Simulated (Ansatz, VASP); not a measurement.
# Two plane-wave programs on InAs

```xyz
2
Lattice="3.5786 0.0000 0.0000 0.0000 3.5786 0.0000 0.0000 0.0000 3.5786" Properties=species:S:1:pos:R:3 pbc="T T T"
In    0.0000    0.0000    0.0000
As    1.7893    1.7893    1.7893
```

Alike in both runs: functional PBE; k mesh 16 × 16 × 16; occupations gaussian, width 0.1 eV; no spin polarisation.

Ansatz relaxed the structure, and its values are those at the end. VASP's run is a single point on that final structure, the one shown.

```csv
,VASP,Ansatz
version,VASP 6.6.1,Ansatz 0.2.0
potentials or method,"VASP PAW PBE potentials, release 64 (In_d, As)","scalar-relativistic, plane waves, PAW"
plane-wave cutoff (eV),520,420
valence electrons in the cell,18,28
```

|  | VASP | Ansatz | Ansatz less VASP |
| --- | --- | --- | --- |
| gap on the k mesh at the Fermi level (eV) | none | none | - |
| pressure (GPa) | 0.0 | 0.0 | 0.00 |

A gap of «none» marks a metal or a gap that the smearing closes. The two sets of potentials don't hold the same shells in valence.
